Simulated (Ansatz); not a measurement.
Sensitivity of the gradients in Si3N4 to the input

Cell: an entry of the Crystallography Open Database (COD) whose atoms were relaxed with PBE, the cell held.

Space group P6_3/m (No. 176); a = 7.5950, c = 2.9023 Å, γ = 120.00°.

```
site  Wyckoff  site symmetry       x       y       z
  Si       6h            m..  0.7673  0.1736  0.2500
  N7       6h            m..  0.0294  0.3297  0.2500
 N13       2d           -6..  0.3333  0.6667  0.7499
```

One atom of each set is listed.

Reference run. Method: Kohn–Sham DFT in Ansatz, PBE, plane waves and PAW, scalar-relativistic, 420 eV cutoff, Γ-centred 4×4×10 k-points, Fermi–Dirac smearing 0.02 eV.

**Question.** The input is changed as follows: `kpoints.mp_grid.shift`: not typed → [0.5, 0.5, 0.5]; `hamiltonian.xc`: pbe → lda. What happens to V_zz (10²¹ V/m²) and η?

**Answer.** 

```
site  V_zz reference  η reference  V_zz changed  η changed
  Si            0.99         0.42          0.98       0.42
  N7           -4.90         0.07         -4.72       0.08
 N13           -4.83         0.00         -4.64       0.00
```

The largest change of V_zz is on N13, from -4.83 to -4.64. In per cent, |V_zz| changes by -1 on Si, -4 on N (all sites that start above 0.5). New warnings: symmetry narrowed by mesh.

On the reference run: At this cell the PBE pressure is 6 GPa, so with PBE the cell would grow if it were relaxed.
